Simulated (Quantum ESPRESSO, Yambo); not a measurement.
# Excitons of WS2 (2H monolayer): kernels and approximations, part 2 of 3

Aim: the absorption spectrum of WS2 (2H monolayer) with electron-hole interaction, and what each part of the kernel does.

Quantum ESPRESSO 7.5 and Yambo 5.3.0; PBE and many-body steps on it, plane waves. Known limits of the many-body steps: not at the basis limit; no spin-orbit coupling; bindings not settled in the k mesh.

So far. Step 4 (Screening and self-energy, 9×9×1 mesh, 79 bands …): The gap on the mesh goes from 1.81 eV to 2.89 eV, a correction of +1.08 eV. Step 5 (Excitons): The lowest state lies at 2.167 eV, 0.720 eV under the direct gap.

### 6. Levels from G0W0

This step: Bethe-Salpeter equation on PBE with G0W0 levels, plane waves, norm-conserving pseudopotentials.

The input, bse3.in:

```
optics
bss
bse
em1s
dipoles
rim_cut
rim_w
RandQpts= 3000000
RandGvec= 100 RL
CUTGeo= "slab z"
RandGvecW= 9 RL
Chimod= "HARTREE"
BSKmod= "SEX"
BSEmod= "resonant"
BSSmod= "d"
BSENGexx= 30 Ry
BSENGBlk= 6 Ry
% BSEQptR
 1 | 1 |
%
% BSEBands
 10 | 17 |
%
% BEnRange
 0 | 6 | eV
%
% BDmRange
 0.1 | 0.1 | eV
%
BEnSteps= 121
% BLongDir
 1 | 0 | 0 |
%
% BndsRnXs
 1 | 43 |
%
NGsBlkXs= 6 Ry
% LongDrXs
 1 | 1 | 0 |
%
KfnQPdb= "E < ./gw1/ndb.QP"
WRbsWF
```

Run with:

```sh
> OMP_NUM_THREADS=1 mpirun -n 4 yambo -F bse3.in -J bse3,bse2_W -C bse3 > bse3.log
```

The log of the run:

```text
 Yambo, version 5.3.0

 [02] CORE Variables Setup
 =========================

  [... cell, symmetries and grids as in the set-up ...]

  [02.05] Energies & Occupations
  ==============================

  [X] === General ===
  [X] Electronic Temperature                        :  0.000000  0.000000 [eV K]
  [X] Bosonic    Temperature                        :  0.000000  0.000000 [eV K]
  [X] Finite Temperature mode                       : no
  [X] El. density                                   :  0.18473E+24 [cm-3]
  [X] Fermi Level                                   :  0.647322 [eV]

  [X] === Gaps and Widths ===
  [X] Conduction Band Min                           :  1.810782 [eV]
  [X] Valence Band Max                              :  0.000000 [eV]
  [X] Filled Bands                                  :  13
  [X] Empty Bands                                   :   14   79
  [X] Direct Gap                                    :  1.810782 [eV]
  [X] Direct Gap localized at k                     :  12
  [X] Indirect Gap                                  :  1.810782 [eV]
  [X] Indirect Gap between kpts                     :  12  12
  [X] Last valence band width                       :  1.187659 [eV]
  [X] 1st conduction band width                     :  1.059072 [eV]

 [03] Transferred momenta grid and indexing
 ==========================================

 IBZ Q-points                                      :  12
 BZ  Q-points                                      :   81

 K/Q-points units:
 rlu = crystal or reduced units; cc = cartesian coordinates; iku = interal k-units

 Q [ 1]         [rlu]:  0.000000  0.000000  0.000000
 Q [ 2]         [rlu]: -0.63764E-17  0.11111       0.0000
 Q [ 3]         [rlu]: -0.12753E-16  0.22222       0.0000
[...]
[K+QP] Fermi Level                                :  0.307998 [eV]

  [K+QP] === Gaps and Widths ===
  [K+QP] Conduction Band Min                        :  2.887215 [eV]
  [K+QP] Valence Band Max                           :  0.000000 [eV]
  [K+QP] Filled Bands                               :  13
  [K+QP] Empty Bands                                :   14   79
  [K+QP] Direct Gap                                 :  2.887215 [eV]
  [K+QP] Direct Gap localized at k                  :  12
  [K+QP] Indirect Gap                               :  2.887215 [eV]
  [K+QP] Indirect Gap between kpts                  :  12  12
  [K+QP] Last valence band width                    :  1.363664 [eV]
  [K+QP] 1st conduction band width                  :  1.154908 [eV]

  [coarse-grid] Minimum Bare Gap        [ev]:  1.810782
  [coarse-grid] Minimum Gap Correction  [ev]:  1.076433

  Eqp @ K [ 1]
  -74.89230 -39.12193 -38.97065 -38.97065 -15.56471 -13.94330  -7.15250  -3.67195
  -3.671952 -2.937432 -1.825752 -1.825689 -0.166742  3.806203  3.806195  3.824510
    3.82468   5.73560   6.34865   6.36169   7.72480   9.39889   9.54020  11.12505
[...]
Eqp @ K [ 2]
[...]
Eqp @ K [ 3]
[...]
Eqp @ K [ 8]
[...]
Eqp @ K [ 9]
[...]
6.77165   7.88654   8.32034  10.55587  11.54973  12.40064  12.59445  12.65696
   12.79855  12.81277  13.56033  13.70488  13.79992  13.98645  14.33352  15.13628

 [07] Dipoles
 ============

  [07.01] Setup: observables and procedures
  =========================================

  [WARNING] [r,Vnl^pseudo] included in position and velocity dipoles.

  [WARNING] In case H contains other non local terms, these are neglected

 [08] Static Dielectric Matrix
 =============================

    [09.01.05.03] Main kernel loop
    ==============================

    [09.01.05.04] Wave-Function Phases
    ==================================

    [BSE] WF phases found       :  84.54861 [o/o]

   [09.01.06] BSE solver(s) @q1
   ============================

   [09.01.07] Diago Solver @q1
   ===========================

 [12] Game Over & Game summary
```

Run time: 33 s. Hardware: 4 MPI ranks of Arm Neoverse V1, shared host; peak memory 1.4 GiB; 2.2 min of CPU time.

This step gave:

```yaml
transitions_in_the_window: 1296
direct_gap_of_the_transition_levels: 2.887 eV
lowest_state: 2.168 eV
first_strong_exciton_over_a_fiftieth_of_the_strongest_listed: 2.168 eV
binding_of_the_lowest_state_below_the_direct_gap: 0.7192 eV
```

The lowest state lies at 2.168 eV, 0.719 eV under the direct gap.

### 7. Triplet (no exchange term)

This step: Bethe-Salpeter equation on PBE with a scissors shift, plane waves, norm-conserving pseudopotentials.

bse4.in, as its differences from bse3.in of step 6:

```diff
@@ -15,3 +15,3 @@
 BSSmod= "d"
-BSENGexx= 30 Ry
+BSENGexx= 1 RL
 BSENGBlk= 6 Ry
@@ -40,3 +40,5 @@
 %
-KfnQPdb= "E < ./gw1/ndb.QP"
+% KfnQP_E
+ 1.076 | 1.0 | 1.0 |
+%
 WRbsWF
```

Run with:

```sh
> OMP_NUM_THREADS=1 mpirun -n 4 yambo -F bse4.in -J bse4,bse2_W -C bse4 > bse4.log
```

The log of the run:

```text
 Yambo, version 5.3.0

 [02] CORE Variables Setup
 =========================

  [... cell, symmetries and grids as in the set-up ...]

  [02.05] Energies & Occupations
  ==============================

  [X] === General ===
  [X] Electronic Temperature                        :  0.000000  0.000000 [eV K]
  [X] Bosonic    Temperature                        :  0.000000  0.000000 [eV K]
  [X] Finite Temperature mode                       : no
  [X] El. density                                   :  0.18473E+24 [cm-3]
  [X] Fermi Level                                   :  0.647322 [eV]

  [X] === Gaps and Widths ===
  [X] Conduction Band Min                           :  1.810782 [eV]
  [X] Valence Band Max                              :  0.000000 [eV]
  [X] Filled Bands                                  :  13
  [X] Empty Bands                                   :   14   79
  [X] Direct Gap                                    :  1.810782 [eV]
  [X] Direct Gap localized at k                     :  12
  [X] Indirect Gap                                  :  1.810782 [eV]
  [X] Indirect Gap between kpts                     :  12  12
  [X] Last valence band width                       :  1.187659 [eV]
  [X] 1st conduction band width                     :  1.059072 [eV]

 [03] Transferred momenta grid and indexing
 ==========================================

 IBZ Q-points                                      :  12
 BZ  Q-points                                      :   81

 K/Q-points units:
 rlu = crystal or reduced units; cc = cartesian coordinates; iku = interal k-units

 Q [ 1]         [rlu]:  0.000000  0.000000  0.000000
 Q [ 2]         [rlu]: -0.63764E-17  0.11111       0.0000
 Q [ 3]         [rlu]: -0.12753E-16  0.22222       0.0000
[...]
[K+QP] Fermi Level                                :  0.000000 [eV]

  [K+QP] === Gaps and Widths ===
  [K+QP] Conduction Band Min                        :  2.886782 [eV]
  [K+QP] Valence Band Max                           :  0.000000 [eV]
  [K+QP] Filled Bands                               :  13
  [K+QP] Empty Bands                                :   14   79
  [K+QP] Direct Gap                                 :  2.886782 [eV]
  [K+QP] Direct Gap localized at k                  :  12
  [K+QP] Indirect Gap                               :  2.886782 [eV]
  [K+QP] Indirect Gap between kpts                  :  12  12
  [K+QP] Last valence band width                    :  1.187659 [eV]
  [K+QP] 1st conduction band width                  :  1.059072 [eV]

  [coarse-grid] Minimum Bare Gap        [ev]:  1.810782
  [coarse-grid] Minimum Gap Correction  [ev]:  1.076000

  Eqp @ K [ 1]
  -74.05828 -38.28791 -38.13663 -38.13663 -14.73069 -13.10928  -6.31848  -2.83793
  -2.837932 -2.103413 -1.615738 -1.615738 -0.040673  3.945855  3.945855  4.092307
    4.09231   6.00322   6.61627   6.62932   7.99242   9.66652   9.80782  11.39267
[...]
Eqp @ K [ 2]
[...]
Eqp @ K [ 3]
[...]
Eqp @ K [ 8]
[...]
Eqp @ K [ 9]
[...]
6.56449   7.67937   8.11317  10.34871  11.34256  12.19347  12.38728  12.44979
   12.59138  12.60560  13.35316  13.49771  13.59276  13.77928  14.12635  14.92911

 [07] Dipoles
 ============

  [07.01] Setup: observables and procedures
  =========================================

  [WARNING] [r,Vnl^pseudo] included in position and velocity dipoles.

  [WARNING] In case H contains other non local terms, these are neglected

 [08] Static Dielectric Matrix
 =============================

    [09.01.05.03] Main kernel loop
    ==============================

    [09.01.05.04] Wave-Function Phases
    ==================================

    [BSE] WF phases found       :  84.54861 [o/o]

   [09.01.06] BSE solver(s) @q1
   ============================

   [09.01.07] Diago Solver @q1
   ===========================

 [12] Game Over & Game summary
```

The job ended after 30 s (4 MPI ranks; peak memory 1.4 GiB).

The lowest triplet lies at 2.141 eV; without spin-orbit coupling triplets are dark, so no spectrum is read.

### 8. Beyond Tamm-Dancoff

bse5.in, as its differences from bse4.in of step 7:

```diff
@@ -13,5 +13,5 @@
 BSKmod= "SEX"
-BSEmod= "resonant"
+BSEmod= "coupling"
 BSSmod= "d"
-BSENGexx= 1 RL
+BSENGexx= 30 Ry
 BSENGBlk= 6 Ry
```

Run with:

```sh
> OMP_NUM_THREADS=1 mpirun -n 4 yambo -F bse5.in -J bse5,bse2_W -C bse5 > bse5.log
```

The log of the run:

```text
 Yambo, version 5.3.0

 [02] CORE Variables Setup
 =========================

  [... cell, symmetries and grids as in the set-up ...]

  [02.05] Energies & Occupations
  ==============================

  [X] === General ===
  [X] Electronic Temperature                        :  0.000000  0.000000 [eV K]
  [X] Bosonic    Temperature                        :  0.000000  0.000000 [eV K]
  [X] Finite Temperature mode                       : no
  [X] El. density                                   :  0.18473E+24 [cm-3]
[...]
=========================================

  [WARNING] [r,Vnl^pseudo] included in position and velocity dipoles.

  [WARNING] In case H contains other non local terms, these are neglected

 [08] Static Dielectric Matrix
 =============================

    [09.01.05.03] Main kernel loop
    ==============================

    [09.01.05.04] Wave-Function Phases
    ==================================

    [BSE] WF phases found       :  84.54861 [o/o]

   [09.01.06] BSE solver(s) @q1
   ============================

   [09.01.07] Diago Solver @q1
   ===========================

   [WARNING] Parallel non-herm diag not yet implemented. Switching to LK

 [12] Game Over & Game summary
```

The job ended after 1.9 min (4 MPI ranks; peak memory 2.8 GiB).

This step gave:

| Item | Value |
| --- | --- |
| transitions in the window | 1296 |
| direct gap of the transition levels | 2.887 eV |
| lowest state | 2.166 eV |
| first strong exciton (over a fiftieth of the strongest listed) | 2.166 eV |
| binding of the lowest state below the direct gap | 0.7210 eV |

The lowest state lies at 2.166 eV, 0.721 eV under the direct gap.

The Im polarisability of the sheet has structure finer than the step of the table below, so its rows give means over 0.25 eV, whole bins alone (the curve runs from 0 to 6 eV). Peaks (eV: height): BSE 2.150: 11.2, 3.000: 41.3, 4.250: 21.2, 4.850: 16.1; no electron-hole interaction 2.900: 10.1, 3.800: 28.9, 4.100: 27.1, 4.350: 22.0, 5.200: 15.2, 5.650: 18.5.

Sheet polarisability (bohr); field along x; broadening 0.1 eV; transition window only. Limits: finite bands, cutoff and mesh; no spin-orbit coupling; exciton not shown settled in the k mesh. Im polarisability of the sheet against photon energy; means over each step:

| photon energy (eV) | BSE | no electron-hole interaction |
| --- | --- | --- |
| 0.25 | 0.0424 | 0.0204 |
| 0.50 | 0.0889 | 0.0418 |
| 0.75 | 0.145 | 0.0655 |
| 1.00 | 0.219 | 0.0929 |
| 1.25 | 0.330 | 0.127 |
| 1.50 | 0.532 | 0.171 |
| 1.75 | 1.06 | 0.233 |
| 2.00 | 4.35 | 0.330 |
| 2.25 | 7.32 | 0.516 |
| 2.50 | 3.18 | 1.05 |
| 2.75 | 8.03 | 4.72 |
| 3.00 | 30.6 | 5.72 |
| 3.25 | 21.0 | 2.34 |
| 3.50 | 15.4 | 4.77 |
| 3.75 | 11.3 | 20.7 |
| 4.00 | 10.6 | 22.2 |
| 4.25 | 18.2 | 21.0 |
| 4.50 | 12.4 | 12.6 |
| 4.75 | 11.9 | 10.3 |
| 5.00 | 11.6 | 13.9 |
| 5.25 | 8.39 | 12.9 |
| 5.50 | 6.84 | 11.2 |
| 5.75 | 8.16 | 15.0 |

### 9. Finite momentum (q 2)

bse6.in, as its differences from bse5.in of step 8:

```diff
@@ -13,3 +13,3 @@
 BSKmod= "SEX"
-BSEmod= "coupling"
+BSEmod= "resonant"
 BSSmod= "d"
@@ -18,6 +18,6 @@
 % BSEQptR
- 1 | 1 |
+ 2 | 2 |
 %
 % BSEBands
- 10 | 17 |
+ 11 | 17 |
 %
```

Run with:

```sh
> OMP_NUM_THREADS=1 mpirun -n 4 yambo -F bse6.in -J bse6,bse2_W -C bse6 > bse6.log
```

The log of the run:

```text
 Yambo, version 5.3.0

 [02] CORE Variables Setup
 =========================

  [... cell, symmetries and grids as in the set-up ...]

  [02.05] Energies & Occupations
  ==============================

  [X] === General ===
  [X] Electronic Temperature                        :  0.000000  0.000000 [eV K]
  [X] Bosonic    Temperature                        :  0.000000  0.000000 [eV K]
  [X] Finite Temperature mode                       : no
  [X] El. density                                   :  0.18473E+24 [cm-3]
[...]
[07] Dipoles
 ============

  [07.01] Setup: observables and procedures
  =========================================

  [WARNING] [r,Vnl^pseudo] included in position and velocity dipoles.

  [WARNING] In case H contains other non local terms, these are neglected

 [08] Static Dielectric Matrix
 =============================

    [09.01.05.03] Main kernel loop
    ==============================

    [09.01.05.04] Wave-Function Phases
    ==================================

    [BSE] WF phases found       :  83.73016 [o/o]

   [09.01.06] BSE solver(s) @q2
   ============================

   [09.01.07] Diago Solver @q2
   ===========================

 [12] Game Over & Game summary
```

It took 24 s on 4 MPI ranks; peak memory 1.4 GiB.

This step gave:

| Quantity | Value |
| --- | --- |
| transitions in the window | 972 |
| lowest state | 2.533 eV |
| first strong exciton (over a fiftieth of the strongest listed) | 2.573 eV |

The lowest state lies at 2.533 eV.

### 10. Finite momentum (q 3)

bse7.in, as its differences from bse6.in of step 9:

```diff
@@ -18,3 +18,3 @@
 % BSEQptR
- 2 | 2 |
+ 3 | 3 |
 %
```

Run with:

```sh
> OMP_NUM_THREADS=1 mpirun -n 4 yambo -F bse7.in -J bse7,bse2_W -C bse7 > bse7.log
```

The log of the run:

```text
 Yambo, version 5.3.0

 [02] CORE Variables Setup
 =========================

  [... cell, symmetries and grids as in the set-up ...]

  [02.05] Energies & Occupations
  ==============================

  [X] === General ===
  [X] Electronic Temperature                        :  0.000000  0.000000 [eV K]
  [X] Bosonic    Temperature                        :  0.000000  0.000000 [eV K]
  [X] Finite Temperature mode                       : no
  [X] El. density                                   :  0.18473E+24 [cm-3]
[...]
[07] Dipoles
 ============

  [07.01] Setup: observables and procedures
  =========================================

  [WARNING] [r,Vnl^pseudo] included in position and velocity dipoles.

  [WARNING] In case H contains other non local terms, these are neglected

 [08] Static Dielectric Matrix
 =============================

    [09.01.05.03] Main kernel loop
    ==============================

    [09.01.05.04] Wave-Function Phases
    ==================================

    [BSE] WF phases found       :  83.73016 [o/o]

   [09.01.06] BSE solver(s) @q3
   ============================

   [09.01.07] Diago Solver @q3
   ===========================

 [12] Game Over & Game summary
```

It took 24 s on 4 MPI ranks; peak memory 1.4 GiB; 95 s of CPU time.

Numbers from this step:

| Quantity | Value |
| --- | --- |
| transitions in the window | 972 |
| lowest state | 2.579 eV |
| first strong exciton (over a fiftieth of the strongest listed) | 2.579 eV |

The lowest state lies at 2.579 eV.

### 11. RPA with local fields (no direct term)

The input, bse8.in:

```
optics
bss
bse
em1s
dipoles
rim_cut
rim_w
RandQpts= 3000000
RandGvec= 100 RL
CUTGeo= "slab z"
RandGvecW= 9 RL
Chimod= "HARTREE"
BSKmod= "HARTREE"
BSEmod= "resonant"
BSSmod= "h"
BSENGexx= 30 Ry
BSENGBlk= 6 Ry
% BSEQptR
 1 | 1 |
%
% BSEBands
 8 | 20 |
%
% BEnRange
 0 | 8 | eV
%
% BDmRange
 0.1 | 0.1 | eV
%
BEnSteps= 161
% BLongDir
 1 | 0 | 0 |
%
% BndsRnXs
 1 | 43 |
%
NGsBlkXs= 6 Ry
% LongDrXs
 1 | 1 | 0 |
%
% KfnQP_E
 1.076 | 1.0 | 1.0 |
%
BSHayTrs= -0.02
```

Run with:

```sh
> OMP_NUM_THREADS=1 mpirun -n 4 yambo -F bse8.in -J bse8,bse2_W -C bse8 > bse8.log
```

The log of the run:

```text
 Yambo, version 5.3.0

 [02] CORE Variables Setup
 =========================

  [... cell, symmetries and grids as in the set-up ...]

  [02.05] Energies & Occupations
  ==============================

  [X] === General ===
  [X] Electronic Temperature                        :  0.000000  0.000000 [eV K]
  [X] Bosonic    Temperature                        :  0.000000  0.000000 [eV K]
  [X] Finite Temperature mode                       : no
  [X] El. density                                   :  0.18473E+24 [cm-3]
[...]
q_min[ 1 ]:  0.11111      0.12925E-11   0.0000     [rlu]
     0.111111  0.055556  0.000000 [iku]
    q_min[ 2 ]:  0.63764E-17  0.11111       0.0000     [rlu]
     0.63764E-17  0.11111       0.0000     [iku]
    G-vectors :   9

    [09.01.05.02] Main kernel loop
    ==============================

   [09.01.06] BSE solver(s) @q1
   ============================

   [09.01.07] Haydock Solver in the optics basis @q1 using the hermitian scheme
   ============================================================================

   Accuracy (requested)      : -0.020000 [o/o]
   Accuracy (reached)        :  0.017191 [o/o]
   Iterations                :  118

 [12] Game Over & Game summary
```

Elapsed: 21 s, on 4 MPI ranks; peak memory 1.6 GiB.

This step gave:

| Item | Value |
| --- | --- |
| transitions in the window | 3402 |
| direct gap of the transition levels | 2.887 eV |

(Continued in part 3 of 3.)

[Paths, hosts, dates, memory and timing lines, banners, echoed tables and standing remarks are left out of the program output.]

[Logs are printed without paths, hosts, clocks, repeated set-up lines and the standing remarks that a program may print on its own settings, such as how far it seeks lower states.]

[Runs of the session that timed out or met a known fault of the program may be left out.]

[Hosts, paths, dates, database ids (printed as entryN), source tags and the programs' standing remarks are cut or masked in the printed files.]
